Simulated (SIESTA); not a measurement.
# Re under changes of volume

One of the cells (14.811 Å³/atom); the others are scaled copies at fixed shape and fractional positions:

```xyz
4
Lattice="2.7664 0.0000 0.0000 -1.3832 2.3958 0.0000 0.0000 0.0000 8.9388" Properties=species:S:1:pos:R:3 pbc="T T T"
Re    1.3832    0.7986    6.7041
Re    0.0000    0.0000    4.4694
Re    0.0000    1.5972    2.2347
Re    0.0000    0.0000    0.0000
```

```yaml
Program: SIESTA 5.4.2
Functional: LDA
Potentials_or_basis: PseudoDojo 0.4 standard (LDA files)
Basis: DZP (energy shift 0.003 Ry; two zetas on semicore shells)
Grid_cutoff: 800 Ry
Energy_shift: 0.003 Ry
k_mesh: 11 × 11 × 3
Occupations: fermi-dirac, width 0.05 eV
Spin: no spin polarisation
```

```csv
volume (Å³/atom),energy over the lowest point (meV/atom),pressure (GPa)
13.922,?,?
14.218,4.04,6.7
14.515,0.00,-2.0
14.811,11.17,-9.8
15.107,35.99,-16.8
15.403,73.06,-23.1
15.699,121.11,-28.6
```

Q: What does the run at 13.922 Å³/atom give?

A: Energy over the lowest point 25.19 meV/atom; pressure 16.6 GPa.

Worked out: A Birch-Murnaghan fit of order 3 (a polynomial in V^(-2/3)) to the other rows has its minimum at 14.44 Å³/atom with B0 = V·E''(V) = 412 GPa and B' = 4.3 at fixed shape and positions, which overstates the stiffness. It gives 25.04 meV/atom at 13.922 Å³/atom, against the run's 25.19, and -dE/dV = 16.3 GPa, against 16.6.

Energies are extrapolated to zero smearing.

Caveats: short orbitals over semicore shells can move pressures by several GPa; the basis of atomic orbitals isn't converged, which shifts pressures, moduli and gaps.
